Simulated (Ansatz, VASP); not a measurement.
# One calculation of Sb, two programs

```
Sb
1.0
     3.16000   -0.03160   -0.03160
    -0.03160    3.16000   -0.03160
    -0.03160   -0.03160    3.16000
Sb
1
Direct
  0.00000 0.00000 0.00000
```

Change from the starting cell: equal xy, yz and zx shear strains of -2 %, PAW files.

Alike in both runs: task electric field gradients; functional PBEsol; k mesh 13 × 13 × 13; occupations fermi-dirac, width 0.05 eV; no spin polarisation.

|  | VASP | Ansatz |
| --- | --- | --- |
| version | VASP 6.6.1 | Ansatz 0.2.0 |
| potentials or method | VASP PAW PBE potentials, release 64 (Sb) | PAW with Ansatz's default frozen-core files, scalar-relativistic |
| plane-wave cutoff (eV) | 520 | 420 |
| valence electrons in the cell | 5 | 15 |

```tsv
	VASP	Ansatz	Ansatz less VASP
pressure (GPa)	-4.9	-4.9	-0.04
largest component of the traceless stress (GPa)	0.30	0.30	+0.002
Vzz of the field gradient on the site that differs most (V/Å²)	-14.5	-15.0	-0.47
```

With one functional, cell and mesh, what is left measures potentials, basis and numerics. The two sets of potentials don't hold the same shells in valence. Ansatz warned: «gradients_without_spin_orbit».

Caveats: the PAW data sets were made with another functional, which shifts forces and pressure a little (VASP). Spin-orbit coupling is left out, which matters for the levels of Sb.
